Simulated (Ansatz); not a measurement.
Crystal: HfO2.

```
CELL_PARAMETERS angstrom
5.11800 0.00000 0.00000
0.00000 5.18570 0.00000
-0.85866 0.00000 5.21387
ATOMIC_POSITIONS crystal
Hf 0.27550 0.46030 0.70800
Hf 0.72450 0.96030 0.79200
Hf 0.72450 0.53970 0.29200
Hf 0.27550 0.03970 0.20800
O 0.07420 0.16840 0.84670
O 0.92580 0.66840 0.65330
O 0.92580 0.83160 0.15330
O 0.07420 0.33160 0.34670
O 0.44870 0.74190 0.98010
O 0.55130 0.24190 0.51990
O 0.55130 0.25810 0.01990
O 0.44870 0.75810 0.48010
```

- Program: Ansatz 0.2.0
- Task: relaxation of cell and atoms
- Functional: BPBE
- Potentials or basis: Ansatz PAW
- Cutoff: 420 eV (not typed: the program's choice for these potentials)
- k mesh: 5 × 5 × 5
- Occupations: fermi-dirac, width 0.05 eV
- Spin: no spin polarisation

At the start: volume 11.53 Å³/atom.

Question: Where does the relaxation end?

Answer: It ends after 10 steps and the volume is 11.80 Å³/atom (+2.3 %); space group P2_1/c (No. 14, to 0.05 Å).

The path:
```csv
step,energy change (eV),largest force (eV/Å),volume (Å³)
1,0.0000,0.4780,138.38
2,-0.0360,0.2067,141.84
3,-0.0578,0.0785,141.47
4,-0.0588,0.0628,141.55
5,-0.0612,0.0246,141.39
6,-0.0611,0.0157,141.44
7,-0.0610,0.0048,141.47
8,-0.0787,0.0060,141.47
9,-0.0781,0.0028,141.61
10,-0.0789,0.0029,141.61
```

Final structure:
```cif
data_structure
_symmetry_space_group_name_H-M 'P 1'
_symmetry_Int_Tables_number 1
_cell_length_a 5.1574
_cell_length_b 5.2092
_cell_length_c 5.3470
_cell_angle_alpha 90.000
_cell_angle_beta 99.666
_cell_angle_gamma 90.000
_cell_volume 141.61
loop_
_atom_site_label
_atom_site_type_symbol
_atom_site_fract_x
_atom_site_fract_y
_atom_site_fract_z
_atom_site_occupancy
Hf1 Hf 0.27579 0.45712 0.70834 1
Hf2 Hf 0.72421 0.95712 0.79166 1
Hf3 Hf 0.72421 0.54288 0.29166 1
Hf4 Hf 0.27579 0.04288 0.20834 1
O1 O 0.06722 0.17109 0.84820 1
O2 O 0.93278 0.67109 0.65180 1
O3 O 0.93278 0.82891 0.15180 1
O4 O 0.06722 0.32891 0.34820 1
O5 O 0.44916 0.74278 0.97687 1
O6 O 0.55084 0.24278 0.52313 1
O7 O 0.55084 0.25722 0.02313 1
O8 O 0.44916 0.75722 0.47687 1
```

Caveat: the plane-wave basis is chosen anew once the cell has moved, so the energies of steps on either side of that aren't comparable; the pressure holds a Pulay correction of +0.8 GPa for the finite cutoff; the PAW data sets come from PBE, with cores solved anew for the run's functional, which leaves a small shift of forces and pressure.
